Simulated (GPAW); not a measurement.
A run of GPAW 26.7.0 is set up as follows.

run.py

```python
from ase.calculators.mixing import SumCalculator
from ase.filters import FrechetCellFilter
from ase.io import read, write
from ase.optimize import FIRE
from dftd3.ase import DFTD3
from gpaw import GPAW, PW

atoms = read('BaTiO3.cif')

calc = GPAW(mode=PW(800),
            xc='RPBE',
            kpts={'size': (4, 4, 4), 'gamma': True},
            occupations={'name': 'fermi-dirac', 'width': 0.05},
            nbands=36,
            convergence={'density': 1e-05, 'energy': 1e-05},
            maxiter=150,
            txt='gpaw.txt')
atoms.calc = SumCalculator([calc, DFTD3(method='rpbe', damping='d3zero')])
opt = FIRE(FrechetCellFilter(atoms), trajectory='relax.traj', logfile='-')
done = opt.run(fmax=0.02, steps=40)
calc.write('gs.gpw')
write('result.traj', atoms)
print('Converged:', done)
print('Cell:', atoms.cell.cellpar().round(4))
print('Volume:', round(atoms.get_volume(), 4))
print(atoms.get_scaled_positions().round(5))
```

File BaTiO3.cif:

```cif
data_BaTiO3
_cell_length_a 3.99980000
_cell_length_b 3.99980000
_cell_length_c 4.01800000
_cell_angle_alpha 90.00000000
_cell_angle_beta 90.00000000
_cell_angle_gamma 90.00000000
_space_group_name_H-M_alt 'P1'
_space_group_name_Hall 'P 1'
_space_group_IT_number 1
loop_
_space_group_symop_operation_xyz
'x,y,z'
loop_
_atom_site_label
_atom_site_type_symbol
_atom_site_symmetry_multiplicity
_atom_site_Wyckoff_symbol
_atom_site_fract_x
_atom_site_fract_y
_atom_site_fract_z
_atom_site_occupancy
Ba1 Ba 1 a 0.0000000000 0.0000000000 0.0000000000 1
Ti1 Ti 1 a 0.5000000000 0.5000000000 0.4900000000 1
O1 O 1 a 0.0000000000 0.5000000000 0.5170000000 1
O2 O 1 a 0.5000000000 0.0000000000 0.5170000000 1
O3 O 1 a 0.5000000000 0.5000000000 0.0190000000 1
```

Potentials or basis: the program's PAW data sets (release 1.2.1) made for this functional, pw.

The run is started by

```sh
$ OMP_NUM_THREADS=1 python run.py
```

Task: Predict the dispersion energy per atom.

Result: -0.236 eV.

Task: Predict the space group after relaxing (to 0.05 Å).

Result: P4mm (No. 99).

Task: Predict the relaxed volume.

Result: 13.59 Å³/atom.

Task: What does it give for the relaxed cell?

Result: a = 4.001 Å, b = 4.001 Å, c = 4.243 Å, α = 90.00°, β = 90.00°, γ = 90.00°.

Final structure:
```
Ba Ti O
1.0
     4.00125    0.00000    0.00000
     0.00000    4.00125    0.00000
     0.00000    0.00000    4.24292
Ba Ti O
1 1 3
Direct
  0.00000 0.00000 0.98830
  0.50000 0.50000 0.47037
  0.00000 0.50000 0.52126
  0.50000 0.00000 0.52126
  0.50000 0.50000 0.04207
```

Caveat: the k mesh is coarse; later steps reuse the first step's grids. Zero-point motion and thermal expansion aren't in these numbers.
